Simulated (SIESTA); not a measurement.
Ti under changes of volume

One of the cells (18.030 Å³/atom); the others are scaled copies at fixed shape and fractional positions:

```
Ti
1.0
    -1.65187    1.65187    1.65187
     1.65187   -1.65187    1.65187
     1.65187    1.65187   -1.65187
Ti
1
Direct
  0.00000 0.00000 0.00000
```

This isn't the form of Ti at room conditions, which is hcp.

* Program: SIESTA 5.4.2
* Functional: PBEsol
* Potentials or basis: PseudoDojo 0.4 standard (PBEsol files)
* Basis: DZP (energy shift 0.003 Ry; two zetas on semicore shells)
* Grid cutoff: 800 Ry
* Energy shift: 0.003 Ry
* k mesh: 11 × 11 × 11
* Occupations: fermi-dirac, width 0.05 eV
* Spin: no spin polarisation

| volume (Å³/atom) | energy over the lowest point (meV/atom) | pressure (GPa) |
| --- | --- | --- |
| 16.616 | 0.00 | -0.3 |
| 16.969 | ? | ? |
| 17.323 | 12.75 | -4.8 |
| 18.030 | 43.12 | -8.4 |
| 18.383 | 63.87 | -10.0 |
| 18.737 | 87.96 | -11.5 |

What does the run at 16.969 Å³/atom give?

Energy over the lowest point 3.94 meV/atom; pressure -2.7 GPa.

Worked out: A Birch-Murnaghan fit of order 3 (a polynomial in V^(-2/3)) to the other rows has its minimum at 16.53 Å³/atom, just outside them, with B0 = V·E''(V) = 116 GPa and B' = 3.6. It gives 3.94 meV/atom at 16.969 Å³/atom, against the run's 3.94, and -dE/dV = -2.9 GPa, against -2.7.

Energies are extrapolated to zero smearing.

Caveats: the basis of atomic orbitals isn't converged, which shifts pressures, moduli and gaps.
